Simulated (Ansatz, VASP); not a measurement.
**One calculation of Ni, two programs**

```
Ni
1.0
     0.00000    1.76775    1.76775
     3.53550    0.00000    3.53550
     1.76775    1.76775    0.00000
Ni
2
Cartesian
  0.0000 0.0000 0.0000
  1.7677 0.0000 1.7677
```

Alike in both runs: task single point; functional PBE; k mesh 12 × 6 × 12; occupations gaussian, width 0.1 eV; collinear spin.

|  | VASP | Ansatz |
| --- | --- | --- |
| version | VASP 6.6.1 | Ansatz 0.2.0 |
| potentials or method | VASP PAW PBE potentials, release 64 (Ni) | PAW, plane waves, scalar-relativistic |
| plane-wave cutoff (eV) | 520 | 420 |
| valence electrons in the cell | 20 | 36 |

Ansatz gave:

```
pressure (GPa)                                                : -2.4
net moment per atom (μB)                                      : 0.70
size of the moment on the site where the two differ most (μB) : 0.74
```

Problem. Which values does VASP return?

Solution. Pressure (GPa): -2.4; net moment per atom (μB): 0.69; size of the moment on the site where the two differ most (μB): 0.70.

Site moments also hang on the region over which each program counts them. The two sets of potentials don't hold the same shells in valence.
